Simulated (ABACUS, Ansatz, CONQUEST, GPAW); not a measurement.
**PbS: bulk modulus by level of theory**

```
Pb S
1.0
     0.00000    2.96575    2.96575
     2.96575    0.00000    2.96575
     2.96575    2.96575    0.00000
Pb S
1 1
Direct
  0.00000 0.00000 0.00000
  0.50000 0.50000 0.50000
```

```csv
rung,level,program and potentials,cutoff (eV),k mesh,smearing,core time,chip,bulk modulus (GPa),notes
GGA,PBEsol,"Ansatz, PseudoDojo PBEsol",850,8 × 8 × 8,fermi-dirac 0.05,20 s,Arm Neoverse V2,59.3,-
meta-GGA + dispersion,r2SCAN+rVV10,"Ansatz, Ansatz PAW",500,8 × 8 × 8,fermi-dirac 0.05,36 s,INTEL XEON PLATINUM 8581C Emerald Rapids,60.6,"potentials made for PBE, which Ansatz adapts in part"
GGA,PBE,"GPAW, GPAW PAW data sets (gpaw-data 1.2.1), newer versions",600,6 × 6 × 6,fermi-dirac 0.05,63 s,Arm Neoverse V2,53.2,-
GGA,AM05,"GPAW, PAW data sets generated for this functional",600,6 × 6 × 6,fermi-dirac 0.05,78 s,Arm Neoverse V1,55.1,-
GGA + dispersion,PBE+D3(zero damping),"GPAW, GPAW PAW data sets (gpaw-data 1.2.1)",600,6 × 6 × 6,fermi-dirac 0.05,80 s,Intel Xeon Platinum 8488C Sapphire Rapids,52.4,-
hybrid,HSE06,"Ansatz, Ansatz PAW",420,4 × 4 × 4,fermi-dirac 0.05,1.9 min,Arm Neoverse V1,57.3,"coarse mesh; potentials made for PBE, which Ansatz adapts in part"
GGA,PBE,"CONQUEST, PseudoDojo NC PBE, SZP, grid of 40 × 40 × 60 points",-,6 × 6 × 5,fermi-dirac 0.05,3.1 min,Intel Xeon Platinum 8375C Ice Lake,56.1,atomic basis; cell of 4 atoms
GGA,PBEsol,"ABACUS, PseudoDojo NC SR 0.4.1 PBEsol standard, plane waves",857,8 × 8 × 8,fermi-dirac 0.05,6 min,Intel Xeon Platinum 8259CL Skylake/Cascade Lake,59.3,-
```

Times are single runs on shared hosts and different chips, so they are rough; meshes, cutoffs and the tasks' sizes weigh on the time. Task: equation of state. All rows: no spin polarisation. Smearing widths are in eV. The cell comes from a database and isn't always the measured one. Meshes differ between rows, which moves values too. Meshes are those of the run's cell of 2 atoms unless a note names another. Runs on faulty files, with rough fits or with known faults for this quantity aren't shown. No row holds spin-orbit coupling.

By rung: GGA 53.2 to 59.3; GGA + dispersion 52.4; meta-GGA + dispersion 60.6; GGA in atomic bases 56.1; hybrid on coarse meshes 57.3 (GPa).
